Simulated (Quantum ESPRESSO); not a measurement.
A run of Quantum ESPRESSO 7.5:

The input pw.in:

```
&CONTROL
  calculation = 'scf'
  prefix = 'pwscf'
  outdir = './tmp'
  pseudo_dir = './pseudo'
  tprnfor = .true.
  tstress = .true.
  disk_io = 'nowf'
/
&SYSTEM
  ibrav = 0
  nat = 1
  ntyp = 1
  ecutwfc = 45
  ecutrho = 360
  nbnd = 6
  occupations = 'smearing'
  smearing = 'fd'
  degauss = 0.00367493
/
&ELECTRONS
  conv_thr = 2d-10
  electron_maxstep = 120
  mixing_beta = 0.5
/
ATOMIC_SPECIES
Al    26.9815 al_pbesol_v1.uspp.F.UPF
CELL_PARAMETERS angstrom
   0.0478940000    1.9691420000    2.0268530000
   2.0432560000   -0.0083540000    2.0831010000
   2.0405820000    2.0227150000   -0.0056790000
ATOMIC_POSITIONS crystal
Al     0.0059780000   -0.0131190000    0.0211680000
K_POINTS automatic
11 11 11 0 0 0
```

Potentials or basis: GBRV 1.5 PBEsol.

Launch:

```console
$ OMP_NUM_THREADS=1 mpirun -n 2 pw.x -nk 2 -in pw.in > pw.out
```

Hardware: 2 MPI ranks on Arm Neoverse V2 (shared host).

Q: How long does it take, and how much memory?

A: Run time: 11 s on 2 MPI ranks on Arm Neoverse V2, with other jobs on the host, peak memory 0.18 GiB a rank. Counts: scf iterations 6, k pools 2, bands 6, k points 666, g dense 12925.
